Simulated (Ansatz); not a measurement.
# GaP (F-43m): the equilibrium volume

At what volume is GaP (F-43m) free of pressure?

Program: Ansatz 0.2.0. Level of theory: DFT PBEsol, scalar-relativistic, plane waves, PAW. These are calculated values, not measurements.

3 further runs of the same task are left out: 3 set aside as unsound or not needed. Runs told in other sessions of the task aren't counted.

## (1) The structure to begin with

Symmetry: F-43m, No. 216, cubic system. The conventional cell has a = 5.452 Å, b = 5.452 Å, c = 5.452 Å, α = 90.00°, β = 90.00°, γ = 90.00°. Around Ga (site symmetry -43m) lie 4 P at 2.36 Å. P (site symmetry -43m) has 4 Ga at 2.36 Å in its first shell of neighbours.

Coordinates:

```cif
data_structure
_symmetry_space_group_name_H-M 'P 1'
_symmetry_Int_Tables_number 1
_cell_length_a 3.8549
_cell_length_b 3.8549
_cell_length_c 3.8549
_cell_angle_alpha 60.000
_cell_angle_beta 60.000
_cell_angle_gamma 60.000
_cell_volume 40.51
loop_
_atom_site_label
_atom_site_type_symbol
_atom_site_fract_x
_atom_site_fract_y
_atom_site_fract_z
_atom_site_occupancy
Ga1 Ga 0.00000 0.00000 0.00000 1
P1 P 0.25000 0.25000 0.25000 1
```

## (2) At the starting volume (PBEsol, 6×6×6 mesh)

File input.yaml:

```yaml
crystal:
  lattice:
    - [0.0, 2.7258124945, 2.7258124945]
    - [2.7258124945, 0.0, 2.7258124945]
    - [2.7258124945, 2.7258124945, 0.0]
  atoms:
    - { symbol: Ga, position: [0.0, 0.0, 0.0] }
    - { symbol: P, position: [0.25, 0.25, 0.25] }
basis:
  ecutwfc: 420
kpoints:
  mp_grid: { grid: [6, 6, 6] }
hamiltonian:
  xc: pbesol
scf:
  occupations: { method: gaussian, width: 0.1 }
output:
  forces: true
  stress: true
  eigenvalues: true
```

Run with:

```
> ansatz run input.yaml --threads 8 --pin off --max-ram 16384MiB --backend cpu --events-out ev --progress --plain --runs-dir out
```

Output, shortened:

```text
Warning: RAYON_NUM_THREADS=8 ignored (pool sized by the plan → 8); use --threads N
[...]
Pseudopotentials: kind: paw
Pseudopotential: Ga, paw, valence charge 13, recommended cutoff 420 eV (normal), Ga.paw.azcp
Pseudopotential: P, paw, valence charge 5, recommended cutoff 420 eV (normal), P.paw.azcp
Functional definition: PBEsol
[...]
Crystal: 2 atoms, lattice volume = 40.506 Å³
Basis set: ecut = 420 eV, 749 PW (Γ), exchange–correlation on 54×54×54 points (8 copies of the dense FFT grid, shifted against one another)
Bands: 13, of which v1, the nominal top of the filled ones, is band 9 counted from 1 (8 counted from 0)
Symmetry: 24 space group operations
Space group: F-43m (ITA 216), of the structure as read, at distance tolerance 3.4e-5 Å
k-points: 16 of 216 (time reversal used)
[...]
SCF iter   1: F=—  HF=-4484.043862 eV  |F-HF|=—  |Δ(HF+E_count)|=         —  Δρ=4.08e-3  dr2=1.11e-2  ethr=1.77e-3  ⟨swp⟩=6.1  Hψ=1345  notcnv=0
[...]
SCF iter   6: F=-4484.039402 eV  HF=-4484.039402 eV  |F-HF|=1.76e-8  |Δ(HF+E_count)|=   3.02e-7  Δρ=8.73e-6  dr2=1.60e-8  ethr=5.56e-10  ⟨swp⟩=7.1  Hψ=1093  notcnv=0
[...]
SCF converged after 6 iterations
Free energy (F): -4484.039402 eV
[...]
E sigma→0 (E₀):  -4484.039402 eV
Fermi energy:    7.749397 eV
[...]
--- Forces (eV/Å), atoms counted from 1 ---
  atom   1  Ga     0.00000000    -0.00000000     0.00000000
  atom   2  P     -0.00000000     0.00000000     0.00000000
[...]
--- Stress (GPa, compression-positive) ---
       -0.581464       0.000000      -0.000000
        0.000000      -0.581464       0.000000
       -0.000000       0.000000      -0.581464
  P = ⅓ Tr σ = -0.5815 GPa (-5.815 kbar)
--- Band table (eV; the first three rows and the last of 16) ---
  k-point 0: bands = ["-7.5671", "-7.5671", "-7.5671", "-7.4675", "-7.4675", "-5.5229", "6.9940", "6.9940", "6.9940", "8.7308", "10.8073", "10.8073", "10.8073"]
[...]
```

It took 0.41 s on 8 threads of AMD EPYC 7B13 (Zen 3), shared host; peak memory 0.39 GiB.

Read off: volume 20.253 Å³/atom, pressure -0.58 GPa, mesh gap 1.51 eV.

## (3) Relaxing cell and atoms

Changes to input.yaml since step 2:

```diff
@@ -11,3 +11,3 @@
 kpoints:
-  mp_grid: { grid: [6, 6, 6] }
+  mp_grid: { grid: [8, 8, 8] }
 hamiltonian:
@@ -15,3 +15,3 @@
 scf:
-  occupations: { method: gaussian, width: 0.1 }
+  occupations: { method: gaussian, width: 0.02 }
 output:
@@ -20 +20,10 @@
   eigenvalues: true
+  write_density: true
+  write_potential: true
+  elf: true
+  volumetric_format: npy
+relax:
+  adjacent_minimum: "off"
+  f_tol: 0.005
+  max_steps: 80
+  cell: { stress_tol: 0.05 }
```

Run with:

```
> ansatz run input.yaml --threads 8 --pin off --max-ram 16384MiB --backend cpu --events-out ev --progress --plain --runs-dir out
```

Output:

```text
Warning: RAYON_NUM_THREADS=8 ignored (pool sized by the plan → 8); use --threads N
Engine: ansatz 0.2.0, x86_64-unknown-linux-gnu
[... 4 set-up lines as earlier in the session ...]
  exchange = pbesol_x
  correlation = pbesol_c
Crystal: 2 atoms, lattice volume = 40.506 Å³
Basis set: ecut = 420 eV, 749 PW (Γ), exchange–correlation on 54×54×54 points (8 copies of the dense FFT grid, shifted against one another)
Bands: 13, of which v1, the nominal top of the filled ones, is band 9 counted from 1 (8 counted from 0)
[... 2 set-up lines as earlier in the session ...]
k-points: 29 of 512 (time reversal used)
Non-local potential: Ga, projectors of the file, l = 0: 2, l = 1: 2, l = 2: 3, l = 3: 1
Non-local potential: P, projectors of the file, l = 0: 2, l = 1: 2, l = 2: 2
PAW form: soft (Blöchl's): semilocal exchange-correlation on the pseudo side does not see the compensation charge
PAW frozen core: Ga, regenerated for the run's functional, and the local potential with it (the file was generated under x = pbe(κ = 0.804, μ = 0.2195149727645171), c = pbe(β = 0.06672455060314922))
PAW frozen core: P, regenerated for the run's functional, and the local potential with it (the file was generated under x = pbe(κ = 0.804, μ = 0.2195149727645171), c = pbe(β = 0.06672455060314922))
PAW one-centre angular grid: Ga, 590 points (default); XC on 64 Gauss nodes
PAW one-centre angular grid: P, 110 points (default); XC on 64 Gauss nodes
Initial density: superposition of atomic densities (neutral atoms: chi_scale 0, normalization atom), corrected by the library's trained network
Initial wavefunctions: pseudopotential atomic-orbital guess
Functional: x = pbesol(κ = 0.804, μ = 0.12345679012345678), c = pbesol(β = 0.046)
SCF iter   1: F=—  HF=-4484.059243 eV  |F-HF|=—  |Δ(HF+E_count)|=         —  Δρ=4.44e-3  dr2=1.31e-2  ethr=1.77e-3  ⟨swp⟩=6.7  Hψ=2571  notcnv=0
preconditioner: auto → none  [insulator: Δε(μ)=1.453 eV  Ē_g=15.432 eV  σ=0.020 eV  W_gap=1.00  n_scr=14 (ndim 8)  ℏωp=24.8 eV  f_vac=0.013  D(μ)=0.00/eV (n_scr^D=0)  ε∞_Penn≈3.6]
SCF iter   2: F=—  HF=-4484.054389 eV  |F-HF|=—  |Δ(HF+E_count)|=   4.85e-3  Δρ=1.70e-3  dr2=9.48e-4  ethr=7.27e-5  ⟨swp⟩=3.0  Hψ=855  notcnv=0
SCF iter   3: F=—  HF=-4484.054231 eV  |F-HF|=—  |Δ(HF+E_count)|=   1.58e-4  Δρ=5.06e-4  dr2=1.17e-4  ethr=5.27e-6  ⟨swp⟩=2.0  Hψ=754  notcnv=0
SCF iter   4: F=—  HF=-4484.054205 eV  |F-HF|=—  |Δ(HF+E_count)|=   2.57e-5  Δρ=2.51e-4  dr2=1.77e-5  ethr=6.49e-7  ⟨swp⟩=2.0  Hψ=638  notcnv=0
SCF iter   5: F=—  HF=-4484.054212 eV  |F-HF|=—  |Δ(HF+E_count)|=   7.09e-6  Δρ=3.82e-5  dr2=3.23e-7  ethr=9.83e-8  ⟨swp⟩=2.0  Hψ=469  notcnv=0
SCF iter   6: F=-4484.054213 eV  HF=-4484.054213 eV  |F-HF|=1.48e-8  |Δ(HF+E_count)|=   3.55e-7  Δρ=8.18e-6  dr2=1.55e-8  ethr=5.56e-10  ⟨swp⟩=10.9  Hψ=2919  notcnv=0
SCF 1 converged in 6 iterations: F = -4484.054213 eV  dr2 = 1.55e-8
relax step   1: F+E_penalty+E_count = -4484.05421284 eV  Δ(F+E_penalty+E_count) = +0.000e0 eV  max|allowed force component| = 2.591e-16 eV/Å  Δτ_max = 0.0000 Å  P = -0.607 GPa  Ω = 40.506 Å³  (6 SCF iters, dr2 threshold 1.00e-7 eV, accepted)
Crystal: 2 atoms, lattice volume = 40.301 Å³
Initial density: handed on by an earlier stage of this run
Initial wavefunctions: those handed on with the density
iter 1 solved again at ethr=2.01e-7 eV; its pass at ethr=3.10e-3 eV (dr2=3.63e-5 eV) is discarded
SCF iter   1: F=—  HF=-4484.054781 eV  |F-HF|=—  |Δ(HF+E_count)|=         —  Δρ=2.63e-4  dr2=3.94e-5  ethr=2.01e-7  ⟨swp⟩=2.4  Hψ=2653  notcnv=0
preconditioner: auto → none  [insulator: Δε(μ)=1.508 eV  Ē_g=15.465 eV  σ=0.020 eV  W_gap=1.00  n_scr=14 (ndim 8)  ℏωp=24.8 eV  f_vac=0.004  D(μ)=0.00/eV (n_scr^D=0)  ε∞_Penn≈3.6]
SCF iter   2: F=—  HF=-4484.054772 eV  |F-HF|=—  |Δ(HF+E_count)|=   9.75e-6  Δρ=1.01e-4  dr2=4.10e-6  ethr=2.01e-7  ⟨swp⟩=2.0  Hψ=506  notcnv=0
SCF iter   3: F=—  HF=-4484.054771 eV  |F-HF|=—  |Δ(HF+E_count)|=   1.06e-7  Δρ=3.97e-5  dr2=5.60e-7  ethr=2.28e-8  ⟨swp⟩=2.7  Hψ=651  notcnv=0
SCF iter   4: F=-4484.054771 eV  HF=-4484.054771 eV  |F-HF|=4.82e-8  |Δ(HF+E_count)|=   2.27e-8  Δρ=1.01e-5  dr2=2.71e-8  ethr=1.11e-9  ⟨swp⟩=10.9  Hψ=2967  notcnv=0
SCF 2 converged in 4 iterations: F = -4484.054771 eV  dr2 = 2.71e-8
relax step   2: F+E_penalty+E_count = -4484.05477138 eV  Δ(F+E_penalty+E_count) = -5.585e-4 eV  max|allowed force component| = 6.014e-17 eV/Å  Δτ_max = 0.0000 Å  P = -0.183 GPa  Ω = 40.301 Å³  energy of the carried Pulay correction = +5.192e-5 eV  (4 SCF iters, dr2 threshold 2.00e-7 eV, accepted)
Crystal: 2 atoms, lattice volume = 40.213 Å³
iter 1 solved again at ethr=3.78e-8 eV; its pass at ethr=3.10e-3 eV (dr2=6.80e-6 eV) is discarded
SCF iter   1: F=—  HF=-4484.054846 eV  |F-HF|=—  |Δ(HF+E_count)|=         —  Δρ=1.14e-4  dr2=7.34e-6  ethr=3.78e-8  ⟨swp⟩=2.4  Hψ=2612  notcnv=0
preconditioner: auto → none  [insulator: Δε(μ)=1.501 eV  Ē_g=15.476 eV  σ=0.020 eV  W_gap=1.00  n_scr=14 (ndim 8)  ℏωp=24.8 eV  f_vac=0.004  D(μ)=0.00/eV (n_scr^D=0)  ε∞_Penn≈3.6]
SCF iter   2: F=—  HF=-4484.054844 eV  |F-HF|=—  |Δ(HF+E_count)|=   1.82e-6  Δρ=4.64e-5  dr2=8.27e-7  ethr=3.78e-8  ⟨swp⟩=2.0  Hψ=483  notcnv=0
SCF iter   3: F=—  HF=-4484.054844 eV  |F-HF|=—  |Δ(HF+E_count)|=   3.42e-8  Δρ=1.57e-5  dr2=9.61e-8  ethr=4.59e-9  ⟨swp⟩=2.3  Hψ=562  notcnv=0
SCF iter   4: F=-4484.054844 eV  HF=-4484.054844 eV  |F-HF|=1.03e-8  |Δ(HF+E_count)|=   7.29e-9  Δρ=4.52e-6  dr2=5.55e-9  ethr=4.66e-10  ⟨swp⟩=9.1  Hψ=2605  notcnv=0
SCF 3 converged in 4 iterations: F = -4484.054844 eV  dr2 = 5.55e-9
relax step   3: F+E_penalty+E_count = -4484.05484382 eV  Δ(F+E_penalty+E_count) = -7.243e-5 eV  max|allowed force component| = 6.014e-17 eV/Å  Δτ_max = 0.0000 Å  P = +0.002 GPa  Ω = 40.213 Å³  energy of the carried Pulay correction = +7.431e-5 eV  (4 SCF iters, dr2 threshold 8.39e-8 eV, accepted)
Initial wavefunctions: pseudopotential atomic-orbital guess (no wavefunctions were taken with the density)
iter 1 solved again at ethr=1.30e-6 eV; its pass at ethr=3.10e-3 eV (dr2=2.34e-4 eV) is discarded
SCF iter   1: F=—  HF=-4484.054764 eV  |F-HF|=—  |Δ(HF+E_count)|=         —  Δρ=8.33e-6  dr2=6.43e-9  ethr=1.30e-6  ⟨swp⟩=3.0  Hψ=3476  notcnv=0
eigensolver tolerance schedule: the retry pair's looser diagonalisation over-reported the residual by 36448.42 of it (diagonalisation noise at an unbounded share of the residual, at the tolerance the schedule requests for it); recorded, not acted on — ethr = c·dr2/N_el stays at c = 1.0e-1
preconditioner: auto → none  [insulator: Δε(μ)=1.500 eV  Ē_g=15.476 eV  σ=0.020 eV  W_gap=1.00  n_scr=14 (ndim 8)  ℏωp=24.8 eV  f_vac=0.005  D(μ)=0.00/eV (n_scr^D=0)  ε∞_Penn≈3.6]
SCF iter   2: F=—  HF=-4484.054764 eV  |F-HF|=—  |Δ(HF+E_count)|=   5.16e-7  Δρ=7.54e-6  dr2=1.05e-8  ethr=3.57e-11  ⟨swp⟩=3.8  Hψ=937  notcnv=0
SCF iter   3: F=—  HF=-4484.054764 eV  |F-HF|=—  |Δ(HF+E_count)|=   1.18e-9  Δρ=2.30e-6  dr2=8.09e-10  ethr=3.57e-11  ⟨swp⟩=2.0  Hψ=661  notcnv=0
SCF iter   4: F=—  HF=-4484.054764 eV  |F-HF|=—  |Δ(HF+E_count)|=  5.11e-10  Δρ=3.53e-7  dr2=3.63e-11  ethr=4.49e-12  ⟨swp⟩=2.0  Hψ=646  notcnv=0
SCF iter   5: F=-4484.054764 eV  HF=-4484.054764 eV  |F-HF|=1.82e-12  |Δ(HF+E_count)|=  5.46e-12  Δρ=7.29e-8  dr2=1.06e-12  ethr=1.00e-12  ⟨swp⟩=6.8  Hψ=1896  notcnv=0
SCF 4 converged in 5 iterations: F = -4484.054764 eV  dr2 = 1.06e-12
relax step   4: F+E_penalty+E_count = -4484.05476350 eV  Δ(F+E_penalty+E_count) = +8.031e-5 eV  max|allowed force component| = 9.714e-17 eV/Å  Δτ_max = 0.0000 Å  P = +0.001 GPa  Ω = 40.213 Å³  stress off target by 1.10e-3 GPa  SCF on the basis re-selected at this cell (its energy is not comparable with the rows above)  (5 SCF iters)
basis re-selected at this cell: Δ(F+E_penalty+E_count) = +8.031e-5 eV, ΔP = -0.001 GPa vs the last step (what re-selecting the basis moved, of the pressure what is left beyond the Pulay correction that the steps carried, after the strain that the cell walked since its last selection, with what the two solves' SCF thresholds leave and, on support functions, any second-order correction that the steps lacked; it is no measure of the basis error at this ecutwfc). This SCF's stress stands 1.10e-3 GPa from its target on what of the cell is left free (relax.cell.stress_tol is 5.00e-2 GPa) and its largest allowed force component is 9.71e-17 eV/Å (relax.f_tol is 5.00e-3 eV/Å): within both
SCF converged after 5 iterations
Free energy (F): -4484.054764 eV
Harris-Foulkes:  -4484.054764 eV  (|F-HF|=1.82e-12)
Internal energy: -4484.054764 eV  (E = F + TS)
E sigma→0 (E₀):  -4484.054764 eV
Fermi energy:    7.829411 eV
--- Per-component energies (eV) ---
  E_band       = -59.089565
  E_kinetic    = 186.297837
  E_local      = -2197.304058  (includes V_loc(G=0)·N_el)
  E_nonlocal   = 460.094872
  E_hartree    = 1014.896586
  E_xc         = -129.760911
  E_vxc        = -119.126947  (∫ρ·V_xc dr)
  E_paw        = -2503.634420  (= ΣΔE_a)
  E_vpaw       = -418.844332  (= ΣTr[D̂ρ^β])
  E_aug_tail   = -0.000101  (compensation charges beyond the density's cutoff)
  E_ewald      = -1315.553641
  E_core_change = 0.909074  (= ΣΔE_core)
  E_smearing   = -0.000000  (= −TS)
  E_closure    = -0.000000  (closes the sum)
  Σ components = -4484.054764   (vs F -4484.054764, Δ=0.00e0)
--- Forces (eV/Å), atoms counted from 1 ---
  atom   1  Ga     0.00000000     0.00000000    -0.00000000
  atom   2  P     -0.00000000    -0.00000000     0.00000000
  max |Σ_I F_I| component: 6.48e-17 eV/Å
--- Stress (GPa, compression-positive) ---
        0.001098      -0.000000      -0.000000
       -0.000000       0.001098       0.000000
       -0.000000       0.000000       0.001098
  P = ⅓ Tr σ = 0.0011 GPa (0.011 kbar)
--- Band table (eV; the first three rows and the last of 29) ---
  k-point 0: bands = ["-7.4866", "-7.4866", "-7.4866", "-7.3845", "-7.3845", "-5.4913", "7.0793", "7.0793", "7.0793", "8.8773", "10.8952", "10.8952", "10.8952"]
  k-point 1: bands = ["-7.5009", "-7.4818", "-7.4818", "-7.3846", "-7.3846", "-5.2860", "5.4253", "6.8433", "6.8433", "9.4934", "11.2508", "11.2508", "11.4811"]
  k-point 2: bands = ["-7.5320", "-7.4715", "-7.4715", "-7.3833", "-7.3833", "-4.7040", "3.1514", "6.4022", "6.4022", "9.1736", "11.7576", "11.7576", "13.3629"]
  k-point 28: bands = ["-7.5871", "-7.4472", "-7.4253", "-7.4005", "-7.3756", "-2.3659", "0.4570", "3.4202", "3.5707", "11.6765", "11.9322", "13.0988", "13.1073"]
--- Relaxed structure (3 steps of the walk, 3 accepted, 1 SCFs on fresh bases) ---
  F+E_penalty+E_count = -4484.05476350 eV   max|allowed force component| = 9.714e-17 eV/Å   (the final SCF, on the basis selected at the relaxed cell)
  cell:  # Å, volume = 40.2129 Å³
    - [-2.2037484042273425e-33, 2.7192244557696164, 2.7192244557696164]
    - [2.7192244557696164, 1.5286116098686778e-34, 2.7192244557696164]
    - [2.7192244557696164, 2.7192244557696164, 1.2101508578127026e-33]
  atoms:
    - { symbol: Ga, position: [-7.30104368226251e-34, 7.53656122040001e-34, 8.478631372950011e-34] }
    - { symbol: P, position: [0.25, 0.25, 0.25] }
```

It took 1.6 s on 8 threads of AMD EPYC 7B13 (Zen 3), shared host; peak memory 0.44 GiB.

Relaxation path:

```
step  energy from step 1 (meV/atom)  largest force component (eV/Å)  pressure (GPa)  volume (Å³/atom)
   1                            0.0                           0.000           -0.61            20.253
   2                           -0.3                           0.000           -0.18            20.150
   3                           -0.3                           0.000            0.00            20.106
   4                           -0.3                           0.000            0.00            20.106
```

Step 1 is the start. Step 4 repeats the geometry before it on a plane-wave basis chosen anew for the final cell, which leaves the energy as it was. The run keeps the 24 symmetry operations that it found, so it can't reach a distortion that breaks them.

Read off: volume 20.106 Å³/atom, pressure 0.00 GPa, mesh gap 1.50 eV.

## (4) The cell, before and after

How the cell compares, before and after:

| cell as typed | before | after | change |
| --- | --- | --- | --- |
| a (Å) | 3.855 | 3.846 | -0.2 % |
| b (Å) | 3.855 | 3.846 | -0.2 % |
| c (Å) | 3.855 | 3.846 | -0.2 % |
| volume (Å³/atom) | 20.253 | 20.106 | -0.7 % |
| shortest distance (Å) | 2.361 | 2.355 | -0.2 % |
| space group | F-43m | F-43m | same |

## (5) What came out

```
         quantity                                                                      value
           volume                                                             20.106 Å³/atom
         pressure                                                                   0.00 GPa
conventional cell  a = 5.438 Å, b = 5.438 Å, c = 5.438 Å, α = 90.00°, β = 90.00°, γ = 90.00°
  gap on the mesh                                                                    1.50 eV
```

Over the 2 runs shown the cell moved from 20.25 to 20.11 Å³/atom, a change of -0.7 %, where the pressure is zero within 0.01 GPa.

The gaps are Kohn-Sham values of a semilocal functional, not quasiparticle or optical gaps. Such gaps usually fall short of the measured ones.
